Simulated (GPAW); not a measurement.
## Cd in GPAW: convergence with basis set

Cd:

```xyz
1
Lattice="-1.7843 1.7843 1.7843 1.7843 -1.7843 1.7843 1.7843 1.7843 -1.7843" Properties=species:S:1:pos:R:3 pbc="T T T"
Cd    0.0000    0.0000    0.0000
```

This isn't the form of Cd at room conditions, which is hcp.

* Program: GPAW 26.7.0
* Task: convergence study
* Functional: PBE
* Potentials or basis: GPAW PAW data sets (gpaw-data 1.2.1)
* Basis: lcao:sz(dzp)
* Grid spacing: 0.16 Å
* k mesh: 10 × 10 × 10
* Occupations: fermi-dirac, width 0.05 eV
* Spin: no spin polarisation

These are the settings of the first run; the series varies basis set, with any setting tied to it.

Hardware: 1 thread of Arm Neoverse V1 (shared host).

```tsv
basis set	energy less the tightest run, at zero smearing (meV/atom)	SCF cycles	CPU time (s)	peak memory (GiB)
lcao:sz(dzp)	655.60	7	84	0.15
lcao:szp(dzp)	616.24	7	130	0.16
lcao:dz(dzp)	401.51	8	130	0.16
lcao:dzp	386.89	8	190	0.17
fd	-41.90	13	31	0.22
pw	0.00	8	10	0.13
```

Not settled before the last step: the energy (to 1 meV/atom). The tightest run that finished is the yardstick and may itself not be fully converged.
